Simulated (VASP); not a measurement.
Wanted: the native input for a VASP 6.6.1 run.

```yaml
Task: band structure
Functional: PW91
Potentials_or_basis: VASP PAW PBE potentials, release 64 (Ru_pv)
Cutoff: 520 eV
k_mesh: 11 × 11 × 6
Occupations: fermi-dirac, width 0.05 eV
Spin: no spin polarisation
Further_INCAR_settings: ALGO = Fast; EDIFF = 1e-06
```

The structure of Ru lies in POSCAR:

```
Ru
1.0
    2.7058000000      0.0000000000      0.0000000000
   -1.3529000000      2.3432915376      0.0000000000
    0.0000000000      0.0000000000      4.2819000000
Ru
2
Direct
    0.6666666667      0.3333333333      0.7500000000
    0.3333333333      0.6666666667      0.2500000000
```

One way to write it, as run:

INCAR

```
SYSTEM = Ru
ALGO = Fast ; EDIFF = 1E-6
ENCUT = 520 ; GGA = 91
ISIF = 2 ; ISMEAR = -1
LASPH = .TRUE. ; LCHARG = .FALSE.
LMAXMIX = 4 ; LREAL = .FALSE.
LWAVE = .FALSE. ; NELM = 60
PREC = Accurate ; SIGMA = 0.05
```

KPOINTS

```
k-points
0
G
  11 11 6
  0 0 0
```

KPOINTS_OPT

```
path GMKGALHA,LM,KH
20
line-mode
reciprocal
 0.0000000000  0.0000000000  0.0000000000  G
 0.5000000000  0.0000000000  0.0000000000  M

 0.5000000000  0.0000000000  0.0000000000  M
 0.3333333333  0.3333333333  0.0000000000  K

 0.3333333333  0.3333333333  0.0000000000  K
 0.0000000000  0.0000000000  0.0000000000  G

 0.0000000000  0.0000000000  0.0000000000  G
 0.0000000000  0.0000000000  0.5000000000  A

 0.0000000000  0.0000000000  0.5000000000  A
 0.5000000000  0.0000000000  0.5000000000  L

 0.5000000000  0.0000000000  0.5000000000  L
 0.3333333333  0.3333333333  0.5000000000  H

 0.3333333333  0.3333333333  0.5000000000  H
 0.0000000000  0.0000000000  0.5000000000  A

 0.5000000000  0.0000000000  0.5000000000  L
 0.5000000000  0.0000000000  0.0000000000  M

 0.3333333333  0.3333333333  0.0000000000  K
 0.3333333333  0.3333333333  0.5000000000  H
```

Potentials or basis: VASP PAW PBE potentials, release 64 (Ru_pv).

Launch:

```console
$ cat potpaw_PBE.64/Ru_pv/POTCAR > POTCAR
$ mpirun -np 1 vasp_std > vasp.out
```

Results of the run:

The pressure is 6.2 GPa and the band gap along the path is none (metal or under the smearing width).

Caveat: the PAW data sets were made with another functional, which shifts forces and pressure a little.

Wall time 44 s on 1 thread of Intel(R) Xeon(R) Platinum 8488C (Sapphire Rapids), on a shared host, peak memory 0.17 GiB.
